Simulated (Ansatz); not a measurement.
## Formation energy of InP

Computed with Ansatz (plane waves, PAW, 420 eV cutoff): PBEsol, scalar-relativistic, no spin polarisation, 10×10×10 k-mesh, Gaussian smearing of 0.05 eV. The datasets are Ansatz's generated set soft_2.

The chain of runs began from a cell as deposited in COD, expanded in volume.

It takes space group Fm-3m (No. 225, cubic). The conventional cell has a = 5.459 Å, b = 5.459 Å, c = 5.459 Å, α = 90.00°, β = 90.00°, γ = 90.00°. In (site symmetry m-3m) has 6 P at 2.73 Å as nearest neighbours. P (site symmetry m-3m) has 6 In at 2.73 Å as nearest neighbours. (Neighbours are counted to 15 % beyond the shortest distance.)

The elements were computed in their standard states with the same datasets, cutoff and functional. Absolute energies hang on the potentials; compare differences alone.

Energy of the relaxed cell (2 atoms, smearing extrapolated to zero): -6265.516 eV. Elements, in eV/atom: In -5525.408, P -740.037.

Task: What is the formation energy?

Result: [-6265.516 − (1 × -5525.408 + 1 × -740.037)] / 2 = -0.04 eV/atom, or -3 kJ per mole of atoms.

The value is for 0 K, without zero-point energy. A negative value shows stability against the elements alone, not against other compounds or structures.
